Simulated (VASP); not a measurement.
# Vibrations of SiC (Moissanite 3C) at several levels of theory, part 3 of 3

Aim: the vibrations of SiC (Moissanite 3C) at the zone centre, at several levels of theory. The starting structure is a measured crystal structure from the Crystallography Open Database.

VASP 6.6.1.

Results so far: LDA T2 796.1 cm⁻¹; LDA at the measured cell T2 779.9 cm⁻¹; PBEsol T2 787.0 cm⁻¹; PBE T2 774.9 cm⁻¹; PBEsol + D3(BJ) T2 802.1 cm⁻¹; r2SCAN T2 798.2 cm⁻¹.

## Step 8: Modes with r2SCAN + rVV10

Level of this step: r2SCAN with rVV10; plane waves and PAW (Si, C) (VASP).

rVV10 adds a nonlocal correlation energy for dispersion. The cell comes from a relaxation at this level, not shown (20.60 Å³).

INCAR reads:

```
SYSTEM = SiC
PREC = Accurate
ENCUT = 520
EDIFF = 1E-08
NELM = 100
ISMEAR = 0
SIGMA = 0.03
LREAL = .FALSE.
ALGO = Normal
METAGGA = R2SCAN
LUSE_VDW = .TRUE.
IVDW_NL = 2
BPARAM = 11.95
CPARAM = 0.0093
LASPH = .TRUE.
NBANDS = 10
LORBIT = 11
LWAVE = .FALSE.
LCHARG = .FALSE.
KPAR = 2
IBRION = 6
NFREE = 2
POTIM = 0.015
NSW = 1
ISIF = 2
```

POSCAR reads:

```
SiC
1.0
    0.0000000000      2.1756951801      2.1756951801
    2.1756951801      0.0000000000      2.1756951801
    2.1756951801      2.1756951801      0.0000000000
Si C
1 1
Direct
    0.0000000000      0.0000000000      0.0000000000
    0.7500000000      0.7500000000      0.7500000000
```

KPOINTS reads:

```
Automatic mesh
0
Gamma
12 12 12
0 0 0
```

Potentials, in the order of the species: Si and C (PBE family, release 64).

Run with:

```sh
> mpirun -np 2 vasp_std
```

Output:

```text
[banner, memory and clock lines left out]
running    2 mpi-ranks, on    1 nodes
[...]
|                                                                             |
|               ----> ADVICE to this user running VASP <----                  |
|                                                                             |
|     You have switched on vdW-DFT.                                           |
|     This routine was written and supplied by Jiri Klimes. We recommend      |
|     that you carefully read and cite the following publications:            |
|       J. Klimes, D.R. Bowler, A. Michelides                                 |
|          J. Phys.: Cond Matt. 22 022201 (2010)                              |
|       J. Klimes, D.R. Bowler, A. Michelides                                 |
|          Phys. Rev. B. 83, 195131 (2011)                                    |
|     and references therein.                                                 |
|                                                                             |

[...]
Total rVV10 correction in eV:      0.1047590     9.4144870
Total rVV10 correction in eV:      0.1047590     9.4144870
DAV:  13    -0.192219477290E+02    0.18149E-07   -0.11506E-09   948   0.300E-04    0.605E-05
Total rVV10 correction in eV:      0.1047588     9.4144870
Total rVV10 correction in eV:      0.1047588     9.4144870
DAV:  14    -0.192219477139E+02    0.15135E-07   -0.12715E-10   754   0.100E-04    0.153E-05
Total rVV10 correction in eV:      0.1047588     9.4144870
Total rVV10 correction in eV:      0.1047588     9.4144870
DAV:  15    -0.192219477139E+02    0.10232E-10   -0.84379E-12   744   0.311E-05
Total rVV10 correction in eV:      0.1047588     9.4144870
Total rVV10 correction in eV:      0.1047588     9.4144870
Total rVV10 correction in eV:      0.1047588     9.4144870
Total rVV10 correction in eV:      0.1047588     9.4144870
   1 F= -.19221948E+02 E0= -.19221948E+02  d E =-.197583E-29
[... from here on, the cycles between the ionic steps are left out ...]
   2 F= -.19219718E+02 E0= -.19219718E+02  d E =-.543799E-16
   3 F= -.19219718E+02 E0= -.19219718E+02  d E =-.543727E-16
   4 F= -.19219717E+02 E0= -.19219717E+02  d E =-.546240E-16
   5 F= -.19219717E+02 E0= -.19219717E+02  d E =-.545049E-16
 Finite differences progress:
  Degree of freedom:   2/  2
  Displacement:        2/  2
  Total:               4/  4
```

Run time: 6.7 min. Hardware: 2 MPI ranks of AMD EPYC 7R43, shared host; peak memory 0.51 GiB; 13 min of CPU time.

From OUTCAR (step 8):

```text
  Total        0.0003449      0.0058302      0.0058302      0.0000000     -0.1182614      0.0000000
  in kB        0.0268247      0.4534909      0.4534909      0.0000000     -9.1987649      0.0000000
  external PRESSURE =       0.3112688 kB  Pullay stress =       0.0000000 kB

 POSITION                                       TOTAL-FORCE (eV/Angst)
 -----------------------------------------------------------------------------------
      0.00000      0.00000      0.00000        -0.297455      0.000000      0.000000
      3.24854      3.26354      3.26354         0.297455      0.000000      0.000000
 -----------------------------------------------------------------------------------
    total drift:                                0.000110      0.000001      0.000001

  FREE ENERGIE OF THE ION-ELECTRON SYSTEM (eV)
  ---------------------------------------------------
  free  energy   TOTEN  =       -19.2197174221 eV

  energy  without entropy=      -19.2197174221  energy(sigma->0) =      -19.21971742

[... 1 part as in an earlier step ...]

[... 2 further parts left out ...]
[key lines of the parts left out:]
E-fermi :   8.2600
```

With r2SCAN + rVV10 the mode is T2 800.6 cm⁻¹, +4.5 cm⁻¹ from LDA.

## Step 9: Modes with HSE06

HSE06 mixes in a quarter of exact exchange at short range, at far higher cost; in semiconductors this cures much of the gap error, while metals seldom gain. This run uses an 8×8×8 mesh. The cell comes from a relaxation at this level, not shown (20.53 Å³). Its starting orbitals come from a semilocal run on the same mesh, not shown.

Changes to INCAR since step 8:

```diff
@@ -9,9 +9,9 @@
 ALGO = Normal
-METAGGA = R2SCAN
-LUSE_VDW = .TRUE.
-IVDW_NL = 2
-BPARAM = 11.95
-CPARAM = 0.0093
+LHFCALC = .TRUE.
+AEXX = 0.25
+GGA = PE
+HFSCREEN = 0.2
 LASPH = .TRUE.
 NBANDS = 10
+PRECFOCK = Fast
 LORBIT = 11
```

POSCAR reads:

```
SiC
1.0
    0.0000000000      2.1732187310      2.1732187310
    2.1732187310      0.0000000000      2.1732187310
    2.1732187310      2.1732187310      0.0000000000
Si C
1 1
Direct
    0.0000000000      0.0000000000      0.0000000000
    0.7500000000      0.7500000000      0.7500000000
```

KPOINTS reads:

```
Automatic mesh
0
Gamma
8 8 8
0 0 0
```

Run with:

```sh
> mpirun -np 2 vasp_std
```

Output:

```text
[banner, memory and clock lines left out]
running    2 mpi-ranks, on    1 nodes
[...]
LDA part: xc-table for (Slater+PW92), standard interpolation
 found WAVECAR, reading the header
 POSCAR, INCAR and KPOINTS ok, starting setup
[...]
reading WAVECAR
 the WAVECAR file was read successfully
 initial charge from wavefunction
 entering main loop
       N       E                     dE             d eps       ncg     rms          rms(c)
DAV:   1    -0.174621897157E+02   -0.17462E+02   -0.43542E-01   580   0.414E+00    0.269E+00
DAV:   2    -0.174629660597E+02   -0.77634E-03   -0.10193E-02   720   0.734E-01    0.180E+00
DAV:   3    -0.174620561678E+02    0.90989E-03   -0.23859E-03   662   0.246E-01    0.105E+00
DAV:   4    -0.174619253587E+02    0.13081E-03   -0.34865E-04   670   0.102E-01    0.593E-01
[...]
DAV:   9    -0.174618216512E+02    0.69187E-06   -0.36817E-07   662   0.481E-03    0.374E-02
DAV:  10    -0.174618215039E+02    0.14729E-06   -0.12698E-07   624   0.289E-03    0.215E-02
[...]
hard stop encountered!  aborting job ...
|                                                                             |
|           W    W    AA    RRRRR   N    N  II  N    N   GGGG   !!!           |
|           W    W   A  A   R    R  NN   N  II  NN   N  G    G  !!!           |
|           W    W  A    A  R    R  N N  N  II  N N  N  G       !!!           |
|           W WW W  AAAAAA  RRRRR   N  N N  II  N  N N  G  GGG   !            |
|           WW  WW  A    A  R   R   N   NN  II  N   NN  G    G                |
|           W    W  A    A  R    R  N    N  II  N    N   GGGG   !!!           |
|                                                                             |
|     The electronic self-consistency was not achieved in the given           |
|     number of steps (NELM). The forces and other quantities evaluated       |
|     might not be reliable so examine the results carefully. If you find     |
|     spurious results, we suggest increasing NELM, if you were close to      |
|     convergence or switching to a different ALGO or adjusting the           |
|     density mixing parameters otherwise.                                    |
|                                                                             |

 soft stop encountered!  aborting job ...
```

Run time: 61 min. Hardware: 2 MPI ranks.

The run was stopped at its time limit.

## Step 10: Comparison

```csv
run,ended,T2,method,core minutes
LDA,converged,796.1,perturbation theory,6.83
LDA at the measured cell,converged,779.9,perturbation theory,6.43
PBEsol,converged,787.0,perturbation theory,6.43
PBE,converged,774.9,perturbation theory,7.53
PBEsol + D3(BJ),converged,802.1,finite displacements,2.13
r2SCAN,converged,798.2,finite displacements,10.6
r2SCAN + rVV10,converged,800.6,finite displacements,13.4
HSE06,cut off by time,-,finite displacements,122.0
```

Modes are in cm⁻¹, degenerate ones as one, matched between runs by symmetry and order. A number in brackets counts the listed modes of one symmetry from the lowest. The symmetry labels come from an automatic analysis and can be wrong where levels nearly coincide. Core minutes are wall time times ranks of the run shown, on a shared host.

## Step 11: Results

```yaml
t2_lda: 796.1 cm⁻¹
t2_lda_at_the_measured_cell: 779.9 cm⁻¹
t2_pbesol: 787.0 cm⁻¹
t2_pbe: 774.9 cm⁻¹
t2_pbesol_d3_bj: 802.1 cm⁻¹
t2_r2scan: 798.2 cm⁻¹
t2_r2scan_rvv10: 800.6 cm⁻¹
```

**Reading.** On the cells relaxed at each level, the T2 mode of SiC (Moissanite 3C) lies between 775 cm⁻¹ (PBE) and 802 cm⁻¹ (PBEsol + D3(BJ)). Taking the measured cell, +1.8 % in volume, instead of the one relaxed with LDA moves T2 by -16.2 cm⁻¹. Some levels use perturbation theory and the others finite displacements, so their times can't be compared. LASPH is on in some of these runs and off in others, which adds a little to the differences. The dielectric constants and Born charges in the logs aren't compared here; at a small gap they can be far off, and in a run without a gap they mean nothing. The frequencies are harmonic, and the splitting of polar modes by their long-range field is left out. No result to use came from HSE06. Further runs on this material are not shown.

[Lines on the potential files, build, host, timing and source positions are cut from VASP's logs without a mark.]

[Logs are printed without paths, hosts, clocks, repeated set-up lines and the standing remarks that a program may print on its own settings, such as how far it seeks lower states.]

[Hosts, paths, dates, database ids (printed as entryN), source tags and the programs' standing remarks are cut or masked in the printed files.]
